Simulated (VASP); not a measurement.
# A VASP 6.6.1 single-point calculation on CdSe

INCAR

```
ENCUT = 520
GGA = PE
LWAVE = .FALSE.
IBRION = -1
NELECT = 19
PREC = Accurate
NBANDS = 16
NSW = 0
ISMEAR = -1
SIGMA = 0.02
ISIF = 2
LASPH = .TRUE.
LREAL = .FALSE.
EDIFF = 1E-7
LCHARG = .FALSE.
NELM = 87
```

KPOINTS

```
KPOINTS created by Atomic Simulation Environment
0
Gamma
8 8 8
0 0 0
```

POSCAR

```
Cd Se
 1.0000000000000000
    -0.0779848093000000    3.0511517754000002    3.0511517754000002
     3.0511517754000002   -0.0779848093000000    3.0511517754000002
     3.0511517754000002    3.0511517754000002   -0.0779848093000000
 Cd  Se
   1   1
Cartesian
 -0.0156851415441097 -0.0156851415441097 -0.0156851415441097
  1.5217648269191097  1.5217648269191097  1.5217648269191097
```

The recommended PBE PAW datasets give the neutral cell 18 valence electrons.

Command

```
mpirun -np 1 vasp_std
```

Problem. Predict the outcome of this run.

Solution. It converged. Results: pressure 25.0 GPa; largest force 0.21 eV/Å.

OSZICAR

```
N       E                     dE             d eps       ncg     rms          rms(c)
DAV:   1     0.116774913551E+03    0.11677E+03   -0.90593E+03  2104   0.103E+03
DAV:   2     0.171047619693E+01   -0.11506E+03   -0.11021E+03  2560   0.259E+02
DAV:   3    -0.256495914391E+01   -0.42754E+01   -0.42684E+01  2488   0.518E+01
DAV:   4    -0.258287942684E+01   -0.17920E-01   -0.17920E-01  2648   0.335E+00
DAV:   5    -0.258299423024E+01   -0.11480E-03   -0.11480E-03  2512   0.232E-01    0.831E+00
DAV:   6    -0.222520177540E+01    0.35779E+00   -0.13613E+00  2624   0.735E+00    0.548E+00
DAV:   7    -0.221476661295E+01    0.10435E-01   -0.18722E-01  2312   0.286E+00    0.253E+00
DAV:   8    -0.221268079477E+01    0.20858E-02   -0.12506E-02  2704   0.133E+00    0.235E-01
DAV:   9    -0.221263798570E+01    0.42809E-04   -0.44315E-04  2520   0.252E-01    0.741E-02
DAV:  10    -0.221269915549E+01   -0.61170E-04   -0.14582E-04  2456   0.112E-01    0.291E-02
DAV:  11    -0.221271376401E+01   -0.14609E-04   -0.38452E-05  2424   0.687E-02    0.449E-03
DAV:  12    -0.221271389149E+01   -0.12748E-06   -0.19948E-06  2640   0.168E-02    0.241E-03
DAV:  13    -0.221271368216E+01    0.20934E-06   -0.38566E-07  2384   0.438E-03    0.586E-04
DAV:  14    -0.221271371000E+01   -0.27839E-07   -0.40511E-08  1568   0.135E-03
   1 F= -.22127137E+01 E0= -.22122419E+01  d E =-.943542E-03
```

The cell is charged and sits in a uniform background.

For comparison, a separate PBE run of the intended cell, on usual settings and not on those above, gives a gap of 0.43 eV on its mesh and a pressure of 0.6 GPa.
